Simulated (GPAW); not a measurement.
The system is Nd.

```xyz
1
Lattice="-2.0755 2.0755 2.0755 2.0755 -2.0755 2.0755 2.0755 2.0755 -2.0755" Properties=species:S:1:pos:R:3 pbc="T T T"
Nd    0.0000    0.0000    0.0000
```

This isn't the form of Nd at room conditions, which is double hcp.

Base run:

- Program: GPAW 26.7.0
- Functional: PBE
- Potentials or basis: GPAW PAW data sets (gpaw-data 1.2.1)
- Cutoff: 800 eV
- Basis: pw
- k mesh: 9 × 9 × 9
- Occupations: fermi-dirac, width 0.05 eV
- Spin: collinear spin, ferromagnetic start
- Starting moments: [3.0] μB
- Hubbard terms: Nd f U = 5 eV

Its results: band gap on the k mesh none (metal or under the smearing width); pressure 0.2 GPa; net moment 3.80 μB per cell; site moments Nd +3.18 μB.

Q: The run is repeated on the same cell with these changes: hubbard terms from Nd f U = 5 eV to Nd f U = 3 eV. What comes out?

A: Band gap on the k mesh none (metal or under the smearing width); pressure 0.6 GPa; net moment 3.94 μB per cell; site moments Nd +3.28 μB.

Caveats: one-centre terms of the f shell are cut off; the magnetic or orbital state may not be the lowest; spin-orbit coupling is left out, which moves the levels of the heavy elements.
